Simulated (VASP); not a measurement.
Input of a VASP 6.6.1 run:

The input INCAR:

```
PREC = Accurate
ENCUT = 520
EDIFF = 1E-6
ISMEAR = 0
SIGMA = 0.1
LREAL = F
LASPH = T
NELM = 60
ALGO = Normal
ISIF = 2
LWAVE = F
LCHARG = F
METAGGA = R2SCAN
LMIXTAU = T
```

Contents of KPOINTS:

```
regular mesh
0
Gamma
  18 18 10
```

POSCAR

```
Zn
1.0
    2.5934600000      0.0000000000      0.0000000000
   -1.2967300000      2.2460100000      0.0000000000
    0.0000000000      0.0000000000      4.9188700000
Zn
2
Direct
    0.3333300000      0.6666700000      0.2500000000
    0.6666700000      0.3333300000      0.7500000000
```

Potentials or basis: VASP PAW PBE potentials, release 64 (Zn).

Launch:

```bash
$ cat potpaw_PBE.64/Zn/POTCAR > POTCAR
$ mpirun -np 1 vasp_std > vasp.out
```

**Question.** Estimate the band gap on the k mesh.

**Answer.** None (metal or under the smearing width).

**Question.** Predict the pressure.

**Answer.** 1.5 GPa.

Stress tensor (GPa, compression positive):
```
1.53 0.01 0.00
0.01 1.54 0.00
0.00 0.00 1.41
```

Caveat: the PAW data sets were made with another functional, which shifts forces and pressure a little.
